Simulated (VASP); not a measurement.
# Pt (Im-3m) in VASP: further runs

One crystal, Pt, is run at these levels: LDA; tasks: single point.

Program: VASP 6.6.1. These are calculated values, not measurements. Logs are shortened: lines on timing, memory, paths and dates and some standing lists are left out, and cuts for length are marked.

### Step 1. Starting point

It takes space group Im-3m (No. 229, cubic). Conventional cell: a = 3.168 Å, b = 3.168 Å, c = 3.168 Å, α = 90.00°, β = 90.00°, γ = 90.00°. Pt (site symmetry m-3m) has 8 Pt at 2.74 Å as nearest neighbours.

This isn't the form of Pt at room conditions, which is fcc.

### Step 2. Single point, LDA

The input, INCAR:

```
PREC = Accurate
ENCUT = 460
EDIFF = 1E-6
ISMEAR = 1
SIGMA = 0.05
LREAL = False
LASPH = True
NELM = 100
ALGO = Normal
ISIF = 2
LWAVE = False
LCHARG = False
GGA = CA
ADDGRID = False
```

The input, KPOINTS:

```
Automatic mesh
0
Gamma
  11 11 11
```

The input, POSCAR:

```
Pt
1.0
   -1.5842200000      1.5842200000      1.5842200000
    1.5842200000     -1.5842200000      1.5842200000
    1.5842200000      1.5842200000     -1.5842200000
Pt
1
Direct
    0.0000000000      0.0000000000      0.0000000000
```

Potentials or basis: VASP PAW LDA potentials, release 64 (Pt).

On the command line:

```sh
> cat potpaw_LDA.64/Pt/POTCAR > POTCAR
> mpirun -np 1 vasp_std > vasp.out
```

OUTCAR:

```text
PREC = Accurate
   ENCUT = 460
   EDIFF = 1E-6
   ISMEAR = 1
   LREAL = False
   LASPH = True
   NELM = 100
   ISIF = 2
   GGA = CA

 Found     56 irreducible k-points:

 Following reciprocal coordinates:
            Coordinates               Weight
  0.000000  0.000000  0.000000      1.000000
  0.090909  0.000000  0.000000     12.000000
  0.181818  0.000000  0.000000     12.000000
  0.272727  0.000000  0.000000     12.000000
  0.363636  0.000000  0.000000     12.000000
  0.454545  0.000000  0.000000     12.000000
   k-points           NKPTS =     56   k-points in BZ     NKDIM =     56   number of bands    NBANDS=      9
   number of dos      NEDOS =    301   number of ions     NIONS =      1
   total plane-waves  NPLWV =   8000
   dimension x,y,z NGX =    20 NGY =   20 NGZ =   20
   dimension x,y,z NGXF=    40 NGYF=   40 NGZF=   40
   ions per type =               1
   NGX,Y,Z   is equivalent  to a cutoff of  12.12, 12.12, 12.12 a.u.
   NGXF,Y,Z  is equivalent  to a cutoff of  24.23, 24.23, 24.23 a.u.
 SYSTEM =  unknown system
   PREC   = accura    normal or accurate (medium, high low for compatibility)
   ISTART =      0    job   : 0-new  1-cont  2-samecut
   ICHARG =      2    charge: 1-file 2-atom 10-const
   ISPIN  =      1    spin polarized calculation?
   LNONCOLLINEAR =      F non collinear calculations
   LSORBIT =      F    spin-orbit coupling
   LASPH  =      T    aspherical Exc in radial PAW
   ENCUT  =  460.0 eV  33.81 Ry    5.81 a.u.   4.80  4.80  4.80*2*pi/ulx,y,z
   NELM   =    100;   NELMIN=  2; NELMDL= -5     # of ELM steps
   EDIFF  = 0.1E-05   stopping-criterion for ELM
   LREAL  =      F    real-space projection
   EDIFFG = 0.1E-04   stopping-criterion for IOM
   NSW    =      0    number of steps for IOM
   IBRION =     -1    ionic relax: 0-MD 1-quasi-New 2-CG
   NFREE  =      0    steps in history (QN), initial steepest desc. (CG)
   ISIF   =      2    stress and relaxation
   ISYM   =      2    0-nonsym 1-usesym 2-fastsym
   POTIM  = 0.5000    time-step for ionic-motion
   TEBEG  =    0.0;   TEEND  =   0.0 temperature during run
   PSTRESS=    0.0 pullay stress
   NELECT =      10.0000    total number of electrons
   NUPDOWN=      -1.0000    fix difference up-down
   EMIN   =  10.00;   EMAX   =-10.00  energy-range for DOS
   EFERMI =   0.00;   METHOD = LEGACY
   ISMEAR =     1;   SIGMA  =   0.05  broadening in eV -4-tet -1-fermi 0-gaus
   EFERMI_NEDOS =   21; number of points for ismear=-14 and -15
   IALGO  =     38    algorithm
   IMIX   =      4    mixing-type and parameters
     AMIX     =   0.40;   BMIX     =  1.00
     AMIX_MAG =   1.60;   BMIX_MAG =  1.00
  volume/ion in A,a.u.               =      15.90       107.33
  Fermi-wavevector in a.u.,A,eV,Ry     =   1.402510  2.650360 26.763132  1.967035
  Thomas-Fermi vector in A             =   2.525265
   LORBIT       =      0    0 simple, 1 ext, 2 COOP (PROOUT), +10 PAW based schemes
   GGA     = CA    functional components
   LHFCALC =     F    Hartree Fock is set to
   AEXX    =    0.0000 exact exchange contribution
   IVDW    =     0    specifies the selected vdW correction
   LEPSILON=     F    determine dielectric tensor
   LRPA    =     F    only Hartree local field effects (RPA)
 non-spin polarized calculation
 Methfessel and Paxton  Order N= 1 SIGMA  =   0.05
  energy-cutoff  :      460.00
  volume of cell :       15.90
 maximum number of plane-waves:       370
   NGX =  9   NGY =  9   NGZ =  9

 number of electron      10.0000000 magnetization

 Free energy of the ion-electron system (eV)
  ---------------------------------------------------
  ext. energy  EPLUGINS =         0.00000000
  ---------------------------------------------------
  free energy    TOTEN  =        -7.31409679 eV

  energy without entropy =       -7.31417973  energy(sigma->0) =       -7.31412443

 E-fermi :   9.8679     XC(G=0): -13.3780

 val. band max:        9.8480971673   @ k =  -0.3636   0.3636   0.0909
 cond. band min:       9.8813585886   @ k =   0.4545   0.0909  -0.0000
 fundamental gap:      0.0332614213
 Fermi energy:         9.8678941328

 k-point     1 :       0.0000    0.0000    0.0000
  band No.  band energies     occupation
      1       0.4800      2.00000
      2       6.4557      2.00000
      3       6.4557      2.00000
      4       6.4557      2.00000
      5       8.9657      2.00000
      6       8.9657      2.00000
      7      27.0078      0.00000
      8      27.0078      0.00000
      9      27.0078      0.00000

 k-point     2 :       0.0909    0.0000    0.0000
  band No.  band energies     occupation
      1       0.8117      2.00000
      2       6.3279      2.00000
      3       6.4542      2.00000
      4       6.7215      2.00000
      5       8.8079      2.00000
      6       8.9750      2.00000
      7      27.1390      0.00000
      8      27.2281      0.00000
      9      27.4957      0.00000

 k-point     3 :       0.1818    0.0000    0.0000
  band No.  band energies     occupation
      1       1.7217      2.00000
      2       6.0011      2.00000
      3       6.4281      2.00000
      4       7.4854      2.00000
      5       8.5626      2.00000
      6       9.0123      2.00000
      7      26.5784      0.00000
      8      26.9005      0.00000
      9      28.8689      0.00000

 k-point     4 :       0.2727    0.0000    0.0000
  band No.  band energies     occupation
      1       2.8270      2.00000
      2       5.6038      2.00000
      3       6.6209      2.00000
      4       8.5575      2.00000
      5       8.6311      2.00000
      6       9.0904      2.00000
      7      23.4428      0.00000
      8      25.5609      0.00000
      9      30.5289      0.00000

 k-point     5 :       0.3636    0.0000    0.0000
  band No.  band energies     occupation
      1       3.3769      2.00000
      2       5.2643      2.00000
      3       7.7704      2.00000
      4       8.7947      2.00000
      5       9.1940      2.00000
      6       9.9039      0.06703
      7      19.6954      0.00000
      8      24.1181      0.00000
      9      27.6580      0.00000

 k-point     6 :       0.4545    0.0000    0.0000
  band No.  band energies     occupation
      1       3.4130      2.00000
      2       5.0727      2.00000
      3       8.7237      2.00000
      4       9.2719      2.00000
      5       9.8388      1.82411
      6      10.8224     -0.00000
      7      16.6948      0.00000
      8      23.2824      0.00000
      9      25.8923      0.00000

 [... further k-points ...]

------------------------ aborting loop because EDIFF is reached ----------------------------------------

  FORCE on cell =-STRESS in cart. coord.  units (eV):
  Direction    XX          YY          ZZ          XY          YZ          ZX
  --------------------------------------------------------------------------------------
  -------------------------------------------------------------------------------------
  Total       -1.5098668     -1.5098668     -1.5098668      0.0000000      0.0000000      0.0000000
  in kB     -152.1047375   -152.1047375   -152.1047375      0.0000000      0.0000000      0.0000000
  external PRESSURE =    -152.1047375 kB  Pullay stress =       0.0000000 kB

 VOLUME and BASIS-vectors are now :
 -----------------------------------------------------------------------------
  energy-cutoff  :      460.00
  volume of cell :       15.90
      direct lattice vectors                 reciprocal lattice vectors
    -1.584220000  1.584220000  1.584220000     0.000000000  0.315612731  0.315612731
     1.584220000 -1.584220000  1.584220000     0.315612731  0.000000000  0.315612731
     1.584220000  1.584220000 -1.584220000     0.315612731  0.315612731  0.000000000

 POSITION                                       TOTAL-FORCE (eV/Angst)
 -----------------------------------------------------------------------------------
      0.00000      0.00000      0.00000         0.000000      0.000000     -0.000000
 -----------------------------------------------------------------------------------
    total drift:                                0.000000     -0.000000      0.000000

  FREE ENERGIE OF THE ION-ELECTRON SYSTEM (eV)
  ---------------------------------------------------
  free  energy   TOTEN  =        -7.3140967857 eV

  energy  without entropy=       -7.3141797272  energy(sigma->0) =       -7.31412443
```

Run time: 5 s. Hardware: 1 thread of Intel Xeon Platinum 8488C (Sapphire Rapids), shared host; peak memory 0.12 GiB.

The run converged, but some of its settings lie outside the range that counts as converged, so its numbers aren't taken as properties of the crystal.

What came out:

```
Free energy            : -7.3141 eV
Pressure               : -15.2 GPa
Band gap on the k mesh : none (metal or under the smearing width)
```

### Step 3. Single point, LDA

Changes to INCAR since step 2:

```diff
@@ -4,3 +4,3 @@
 ISMEAR = 1
-SIGMA = 0.05
+SIGMA = 0.02
 LREAL = False
```

KPOINTS is that of step 2.

POSCAR is that of step 2.

Potentials or basis: VASP PAW LDA potentials, release 64 (Pt).

On the command line:

```sh
> cat potpaw_LDA.64/Pt/POTCAR > POTCAR
> mpirun -np 1 vasp_std > vasp.out
```

OUTCAR:

```text
PREC = Accurate
   ENCUT = 460
   EDIFF = 1E-6
   ISMEAR = 1
   LREAL = False
   LASPH = True
   NELM = 100
   ISIF = 2
   GGA = CA

 Found     56 irreducible k-points:

 Following reciprocal coordinates:
            Coordinates               Weight
  0.000000  0.000000  0.000000      1.000000
  0.090909  0.000000  0.000000     12.000000
  0.181818  0.000000  0.000000     12.000000
  0.272727  0.000000  0.000000     12.000000
  0.363636  0.000000  0.000000     12.000000
  0.454545  0.000000  0.000000     12.000000
   k-points           NKPTS =     56   k-points in BZ     NKDIM =     56   number of bands    NBANDS=      9
   number of dos      NEDOS =    301   number of ions     NIONS =      1
   total plane-waves  NPLWV =   8000
   dimension x,y,z NGX =    20 NGY =   20 NGZ =   20
   dimension x,y,z NGXF=    40 NGYF=   40 NGZF=   40
   ions per type =               1
   NGX,Y,Z   is equivalent  to a cutoff of  12.12, 12.12, 12.12 a.u.
   NGXF,Y,Z  is equivalent  to a cutoff of  24.23, 24.23, 24.23 a.u.
 SYSTEM =  unknown system
   PREC   = accura    normal or accurate (medium, high low for compatibility)
   ISTART =      0    job   : 0-new  1-cont  2-samecut
   ICHARG =      2    charge: 1-file 2-atom 10-const
   ISPIN  =      1    spin polarized calculation?
   LNONCOLLINEAR =      F non collinear calculations
   LSORBIT =      F    spin-orbit coupling
   LASPH  =      T    aspherical Exc in radial PAW
[... 60 lines left out ...]
      1       0.4800      2.00000
      2       6.4545      2.00000
      3       6.4545      2.00000
      4       6.4545      2.00000
      5       8.9643      2.00000
      6       8.9643      2.00000
      7      27.0081      0.00000
      8      27.0081      0.00000
      9      27.0081      0.00000
[... 49 lines left out ...]
 k-point     6 :       0.4545    0.0000    0.0000
  band No.  band energies     occupation
      1       3.4124      2.00000
      2       5.0717      2.00000
      3       8.7223      2.00000
      4       9.2703      2.00000
      5       9.8387      2.06994
      6      10.8208      0.00000
      7      16.6939      0.00000
      8      23.2826      0.00000
      9      25.8921      0.00000

 [... further k-points ...]

------------------------ aborting loop because EDIFF is reached ----------------------------------------

  FORCE on cell =-STRESS in cart. coord.  units (eV):
  Direction    XX          YY          ZZ          XY          YZ          ZX
  --------------------------------------------------------------------------------------
  -------------------------------------------------------------------------------------
  Total       -1.5142256     -1.5142256     -1.5142256      0.0000000      0.0000000      0.0000000
  in kB     -152.5438534   -152.5438534   -152.5438534      0.0000000      0.0000000      0.0000000
  external PRESSURE =    -152.5438534 kB  Pullay stress =       0.0000000 kB

 VOLUME and BASIS-vectors are now :
 -----------------------------------------------------------------------------
  energy-cutoff  :      460.00
  volume of cell :       15.90
      direct lattice vectors                 reciprocal lattice vectors
    -1.584220000  1.584220000  1.584220000     0.000000000  0.315612731  0.315612731
     1.584220000 -1.584220000  1.584220000     0.315612731  0.000000000  0.315612731
     1.584220000  1.584220000 -1.584220000     0.315612731  0.315612731  0.000000000

 POSITION                                       TOTAL-FORCE (eV/Angst)
 -----------------------------------------------------------------------------------
      0.00000      0.00000      0.00000        -0.000000     -0.000000      0.000000
 -----------------------------------------------------------------------------------
    total drift:                                0.000000     -0.000000      0.000000

  FREE ENERGIE OF THE ION-ELECTRON SYSTEM (eV)
  ---------------------------------------------------
  free  energy   TOTEN  =        -7.3143260555 eV

  energy  without entropy=       -7.3145013688  energy(sigma->0) =       -7.31438449
```

OSZICAR:

```text
N       E                     dE             d eps       ncg     rms          rms(c)
DAV:   1     0.309796123517E+02    0.30980E+02   -0.51569E+03  1104   0.921E+02
DAV:   2    -0.736319579252E+01   -0.38343E+02   -0.36045E+02  1076   0.175E+02
DAV:   3    -0.774281381824E+01   -0.37962E+00   -0.37107E+00  1153   0.174E+01
DAV:   4    -0.774408813418E+01   -0.12743E-02   -0.12743E-02  1131   0.113E+00
DAV:   5    -0.774409659088E+01   -0.84567E-05   -0.84580E-05  1089   0.901E-02    0.110E+01
DAV:   6    -0.735445789374E+01    0.38964E+00   -0.11061E+00  1019   0.915E+00    0.563E+00
DAV:   7    -0.731847411505E+01    0.35984E-01   -0.14114E-01  1045   0.310E+00    0.237E+00
DAV:   8    -0.731459580944E+01    0.38783E-02   -0.71442E-03  1038   0.898E-01    0.523E-01
DAV:   9    -0.731432362899E+01    0.27218E-03   -0.59979E-04  1034   0.244E-01    0.211E-02
DAV:  10    -0.731432603455E+01   -0.24056E-05   -0.45577E-06  1110   0.167E-02    0.342E-03
DAV:  11    -0.731432605551E+01   -0.20958E-07   -0.62259E-07   528   0.756E-03
   1 F= -.73143261E+01 E0= -.73143845E+01  d E =0.175313E-03
```

stdout:

```text
POSCAR found type information on POSCAR Pt
 POSCAR found :  1 types and       1 ions
 scaLAPACK will be used
 LDA part: xc-table for (Slater(with rela. corr.)+CA(PZ))
 , standard interpolation
 POSCAR, INCAR and KPOINTS ok, starting setup
 FFT: planning ... GRIDC
 FFT: planning ... GRID_SOFT
 FFT: planning ... GRID
 WAVECAR not read
 entering main loop
```

Run time: 4.4 s. Hardware: 1 thread of Intel Xeon Platinum 8488C (Sapphire Rapids), shared host; peak memory 0.12 GiB.

These settings aren't checked as converged: the numbers below hold their error.

Results:

| Item | Value |
| --- | --- |
| Free energy | -7.3143 eV |
| Pressure | -15.3 GPa |
| Band gap on the k mesh | none (metal or under the smearing width) |

### Step 4. Single point, LDA

Changes to INCAR since step 3:

```diff
@@ -1,2 +1,2 @@
-PREC = Accurate
+PREC = Low
 ENCUT = 460
@@ -4,3 +4,3 @@
 ISMEAR = 1
-SIGMA = 0.02
+SIGMA = 0.15
 LREAL = False
```

KPOINTS is that of step 3.

POSCAR is that of step 3.

On the command line:

```sh
> cat potpaw_LDA.64/Pt/POTCAR > POTCAR
> mpirun -np 1 vasp_std > vasp.out
```

Wall time 3.3 s (1 thread of Intel Xeon Platinum 8488C (Sapphire Rapids), shared host); peak memory 0.1 GiB.

The run converged, but some of its settings lie outside the range that counts as converged, so its numbers aren't taken as properties of the crystal.

Results:

```yaml
Free_energy: -7.3166 eV
Pressure: -15.0 GPa
Band_gap_on_the_k_mesh: none (metal or under the smearing width)
```

### Step 5. Single point, LDA

Changes to INCAR since step 4:

```diff
@@ -1,2 +1,2 @@
-PREC = Low
+PREC = Normal
 ENCUT = 460
```

KPOINTS is that of step 4.

POSCAR is that of step 4.

On the command line:

```sh
> cat potpaw_LDA.64/Pt/POTCAR > POTCAR
> mpirun -np 1 vasp_std > vasp.out
```

Run time: 2.3 s. Hardware: 1 thread of Intel Xeon Platinum 8488C (Sapphire Rapids), shared host; peak memory 0.11 GiB.

The run converged, but some of its settings lie outside the range that counts as converged, so its numbers aren't taken as properties of the crystal.

Results:

```yaml
Free_energy: -7.3158 eV
Pressure: -15.0 GPa
Band_gap_on_the_k_mesh: none (metal or under the smearing width)
```

### Step 6. The reference run

An earlier run on the cell as given: functional PBEsol; potentials or basis VASP PAW PBE potentials, release 64 (Pt); cutoff 520 eV; k mesh 12 × 12 × 12; occupations fermi-dirac, width 0.05 eV; no spin polarisation.

- Pressure: -11.6 GPa
- Band gap on the k mesh: none (metal or under the smearing width)
